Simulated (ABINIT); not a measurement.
Na:

```
CELL_PARAMETERS angstrom
3.70038 0.00000 0.00000
-1.85019 3.20463 0.00000
0.00000 0.00000 12.53732
ATOMIC_POSITIONS crystal
Na 0.66667 0.33333 0.75000
Na 0.00000 0.00000 0.50000
Na 0.33333 0.66667 0.25000
Na 0.00000 0.00000 0.00000
```

This isn't the form of Na at room conditions, which is bcc.

```yaml
Program: ABINIT 10.8.3 (patched build)
Task: relaxation of cell and atoms
Functional: LDA
Potentials_or_basis: JTH PAW LDA v2.0
Cutoff: 1088 eV
k_mesh: 6 × 6 × 2
Occupations: fermi-dirac, width 0.05 eV
Spin: no spin polarisation
```

At the start: pressure -0.8 GPa; volume 37.17 Å³/atom.

Task: Where does the relaxation end?

Result: Over 10 steps the energy falls by 19.0 meV/atom and the volume is 33.27 Å³/atom (-10.5 %); space group P6_3/mmc (No. 194, to 0.05 Å).

Step by step:
| step | energy change (eV) | largest force (eV/Å) | pressure (GPa) | volume (Å³) |
| --- | --- | --- | --- | --- |
| 1 | 0.0000 | 0.0000 | -0.78 | 148.67 |
| 2 | -0.0030 | 0.0000 | -0.77 | 148.32 |
| 3 | -0.0597 | 0.0000 | 0.53 | 126.51 |
| 4 | -0.0756 | 0.0000 | -0.06 | 133.96 |
| 5 | -0.0760 | 0.0000 | 0.01 | 132.92 |
| 6 | -0.0760 | 0.0000 | 0.01 | 132.90 |
| 7 | -0.0760 | 0.0000 | 0.01 | 132.88 |
| 8 | -0.0760 | 0.0000 | 0.01 | 132.92 |
| 9 | -0.0760 | 0.0000 | 0.01 | 133.02 |
| 10 | -0.0760 | 0.0000 | 0.00 | 133.08 |

Final structure:
```
CELL_PARAMETERS angstrom
3.65300 0.00000 0.00000
-1.82650 3.16360 0.00000
0.00000 0.00000 11.51585
ATOMIC_POSITIONS crystal
Na 0.66667 0.33333 0.75000
Na 0.00000 0.00000 0.50000
Na 0.33333 0.66667 0.25000
Na 0.00000 0.00000 0.00000
```
